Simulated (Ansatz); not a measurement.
# Fitting the revPBE+D3(BJ) energy curve of CdSe

```cif
data_structure
_symmetry_space_group_name_H-M 'F-43m'
_symmetry_Int_Tables_number 216
_cell_length_a 6.1405
_cell_length_b 6.1405
_cell_length_c 6.1405
_cell_angle_alpha 90.000
_cell_angle_beta 90.000
_cell_angle_gamma 90.000
_cell_volume 231.54
loop_
_atom_site_label
_atom_site_type_symbol
_atom_site_symmetry_multiplicity
_atom_site_Wyckoff_symbol
_atom_site_fract_x
_atom_site_fract_y
_atom_site_fract_z
_atom_site_occupancy
Cd1 Cd 4 a 0.00000 0.00000 0.00000 1
Se1 Se 4 d 0.25000 0.25000 0.75000 1
```

The cell is a database's computed one, not the measured one.

The cell was scaled at fixed shape and fractions and run with Ansatz, Ansatz PAW, cutoff 420 eV; revPBE+D3(BJ), k mesh 8 × 8 × 8 on the cell of 2 atoms, fermi-dirac occupations of 0.05 eV, no spin polarisation, no spin-orbit coupling. The potentials were made for PBE. Energies are those that the program minimises, any entropy of the smearing included.

| V (Å³/atom) | energy over the lowest row (meV/atom) |
| --- | --- |
| 27.2056 | 5.89 |
| 27.7844 | 0.89 |
| 28.3633 | 0.00 |
| 28.9421 | 2.77 |
| 29.5210 | ? |
| 30.0998 | 17.66 |
| 30.6786 | 29.11 |

**Question.** Fit the third-order Birch-Murnaghan form, give V0, B0 and B′, and predict the energy left open.

**Answer.** With y = (V0/V)^(2/3), E = E0 + (9 V0 B0/16) [(y - 1)³ B′ + (y - 1)² (6 - 4y)]. Least squares through the rows shown give V0 = 28.2055 Å³/atom, E0 = -0.14 meV, B0 = 50.81 GPa (1 eV/Å³ = 160.218 GPa) and B′ = 4.78, with a largest miss of 0.01 meV. At V = 29.5210 the form with these constants gives 8.77 meV; the run gave 8.76 meV an atom.
